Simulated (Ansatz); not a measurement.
InCuS2:
```cif
data_Cu4In4S8
_chemical_formula_sum 'Cu4 In4 S8'
_space_group_name_H-M_alt 'I-42d'
_space_group_IT_number 122
_space_group_name_Hall 'I -4 2bw'
_cell_length_a 5.48236
_cell_length_b 5.48236
_cell_length_c 11.04595
_cell_angle_alpha 90.000
_cell_angle_beta 90.000
_cell_angle_gamma 90.000
loop_
_atom_site_label
_atom_site_type_symbol
_atom_site_symmetry_multiplicity
_atom_site_Wyckoff_symbol
_atom_site_fract_x
_atom_site_fract_y
_atom_site_fract_z
_atom_site_occupancy
Cu1 Cu 4 a 0.00000 0.00000 0.00000 1
In1 In 4 b 0.00000 0.00000 0.50000 1
S1 S 8 d 0.21704 0.25000 0.12500 1
```
(The calculation used a cell of 8 atoms; values per cell refer to that cell.)

Relaxed at zero pressure with the program Ansatz at the PBEsol level (PAW).

Task: The volume is raised by 3 % and shape and atoms relax at that volume. What pressure results, and how do the axes share the change?

Result: -2.1 GPa; a 1.0 %, b 1.0 %, c 1.0 %; the energy rises by 4 meV/atom.

Task: Give the new structure.

Result: 
Space group I-42d (No. 122); a = b = 5.538 Å, c = 11.151 Å, α = β = γ = 90.00°

```tsv
atom	site	symmetry	x	y	z
Cu	4a	-4..	0.0000	0.0000	0.0000
In	4b	-4..	0.0000	0.0000	0.5000
S	8d	.2.	0.2181	0.2500	0.1250
```

The phase is kept; no other phase was compared at this pressure.

The cell was relaxed with PBEsol under the symmetry of its start. The run is not spin-polarised.

Potentials: the later of the program's two PAW sets.
